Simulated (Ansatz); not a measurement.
**Boltzmann transport of P at constant τ**

The calculation used DFT PBE+D3(BJ), scalar-relativistic, plane waves, PAW in Ansatz 0.2.0. Settings: 420 eV plane-wave cutoff, Γ-centred 20×20×20 mesh, Fermi-Dirac smearing of 0.15 eV. No spin polarisation.

The cell, relaxed at this level:
```
CELL_PARAMETERS angstrom
2.41000 0.00000 0.00000
0.00000 2.41000 0.00000
0.00000 0.00000 2.41002
ATOMIC_POSITIONS crystal
P 0.00000 0.00000 0.00000
```

In a metal these results depend on the k mesh and the smearing.

Constant relaxation time and rigid bands. The levels are interpolated over the whole zone and filled by a Fermi function at the stated temperature, with the chemical potential set by the electron count. Seebeck coefficients of a few μV/K are small differences and uncertain even in sign.

Question: Give the Drude plasma energies, the density of states at the chemical potential and σ/τ at 300 K.

Answer:
* Plasma energy xx, yy, zz: 12.33, 12.33, 12.33 eV
* Density of states (thermally broadened): 0.30 states/eV/cell
* Conductivity over τ, xx, yy, zz: 31.1, 31.1, 31.0 ×10²⁰ (Ω·m·s)⁻¹

Question: And the Seebeck coefficient (μV/K)?

Answer:
```json
{"T (K)": "300", "Sxx": "0.4", "Syy": "0.4", "Szz": "0.4"}
{"T (K)": "600", "Sxx": "0.9", "Syy": "0.9", "Szz": "0.9"}
{"T (K)": "900", "Sxx": "1.3", "Syy": "1.3", "Szz": "1.3"}
```

This simple cubic form isn't the element's structure at ambient conditions.

Cost: 1 run of about 1 core-minutes, on Intel Xeon Platinum 8488C (Sapphire Rapids) (shared hosts).